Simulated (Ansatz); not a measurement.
# A sublattice moved along a line in PtSe2

Theory: DFT PBEsol, scalar-relativistic, plane waves, PAW in Ansatz 0.2.0. Settings: plane waves to 420 eV, k-mesh 12×12×10 (Γ-centred), Gaussian smearing 0.15 eV. Spin–orbit coupling is left out, which can shift energies with elements as heavy as these. No spin polarisation. Energies are free energies at this smearing, counted from the undisturbed cell; pressure is positive in compression.

Zero of the scan (relaxed at this level):

```
Pt Se
1.0
     3.76072    0.00000    0.00000
    -1.88036    3.25688    0.00000
     0.00000    0.00000    4.86331
Pt Se
1 2
Direct
  0.00000 0.00000 0.00000
  0.33333 0.66667 0.26068
  0.66667 0.33333 0.73932
```

Every Pt atom is moved by x along the Cartesian unit vector (-0.748, -0.432, 0.504); the cell and all other atoms stay fixed. The cell is metallic on the mesh throughout.

| x (Å) | ΔE (meV/cell) |
| --- | --- |
| -0.2000 | 306.0 |
| -0.1000 | 74.4 |
| 0.0000 | 0.0 |
| 0.1500 | 169.3 |

Task: Predict the force along x on the moved atoms (eV/Å) at each point.

Result:
```
  x (Å) force along x on the moved atoms (eV/Å)
-0.2000                                     3.17
-0.1000                                     1.50
 0.0000                                     0.00
 0.1500                                    -2.31
```

Cost: 4 runs of about 3.1 core-minutes in all, on Arm Neoverse V2 (shared hosts).